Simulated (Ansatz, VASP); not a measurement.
One calculation of AlAu2, two programs

The input INCAR:

```
SYSTEM = AlAu2
  PREC = Accurate
  ENCUT = 520
  EDIFF = 1E-7
  ISMEAR = -1
  SIGMA = 0.05
  LREAL = .FALSE.
  LASPH = .TRUE.
  NELM = 100
  ALGO = Normal
  ISIF = 2
  LWAVE = .FALSE.
  LCHARG = .TRUE.
  GGA = PS
  LELF = .TRUE.
  LVHAR = .TRUE.
  NBANDS = 20
```

File KPOINTS:

```
Automatic mesh
0
G
  11 11 11
  0 0 0
```

Contents of POSCAR:

```
AlAu2
1.0
   -1.6715144750      1.6715144750      4.3990752400
    1.6715144750     -1.6715144750      4.3990752400
    1.6715144750      1.6715144750     -4.3990752400
Au Al
2 1
Direct
    0.3393570000      0.3351060000     -0.0011560000
    0.6646230000      0.6462790000     -0.0043590000
   -0.0073550000     -0.0092370000     -0.0107130000
```

Contents of input.yaml:

```yaml
crystal:
  lattice:
    - [-1.671514475, 1.671514475, 4.39907524]
    - [1.671514475, -1.671514475, 4.39907524]
    - [1.671514475, 1.671514475, -4.39907524]
  atoms:
    - { symbol: Au, position: [0.339357, 0.335106, -0.001156] }
    - { symbol: Au, position: [0.664623, 0.646279, -0.004359] }
    - { symbol: Al, position: [-0.007355, -0.009237, -0.010713] }
hamiltonian:
  xc: pbesol
  pseudopotentials: { kind: paw }
kpoints:
  mp_grid: { grid: [11, 11, 11] }
scf:
  occupations: { method: fermi_dirac, width: 0.05 }
output:
  forces: true
  stress: true
  eigenvalues: true
```

Change from the starting cell: atoms moved at random, drawn with an rms of 0.05 Å.

Alike in both runs: task single point; functional PBEsol; k mesh 11 × 11 × 11; occupations fermi-dirac, width 0.05 eV; no spin polarisation.

```csv
,VASP,Ansatz
version,VASP 6.6.1,Ansatz 0.2.0
potentials or method,"VASP PAW PBE potentials, release 64 (Au, Al)",Ansatz PAW
plane-wave cutoff (eV),520,420
valence electrons in the cell,25,41
```

Ansatz gave:

* gap on the k mesh at the Fermi level (eV): none
* pressure (GPa): -2.3
* largest component of the traceless stress (GPa): 1.54
* rms of the force components (eV/Å): 0.216

**Question.** Estimate VASP's values.

**Answer.** gap on the k mesh at the Fermi level (eV): none; pressure (GPa): -2.6; largest component of the traceless stress (GPa): 1.57; rms of the force components (eV/Å): 0.214.

Atom by atom the forces differ by 0.002 eV/Å (rms over components). A gap of «none» marks a metal or a gap that the smearing closes. The two sets of potentials don't hold the same shells in valence.

Caveats: the PAW data sets were made with another functional, which shifts forces and pressure a little (VASP); the PAW data sets come from PBE, with cores solved anew for the run's functional, which leaves a small shift of forces and pressure (Ansatz). The runs have no spin-orbit coupling, so splittings on Au are missing.
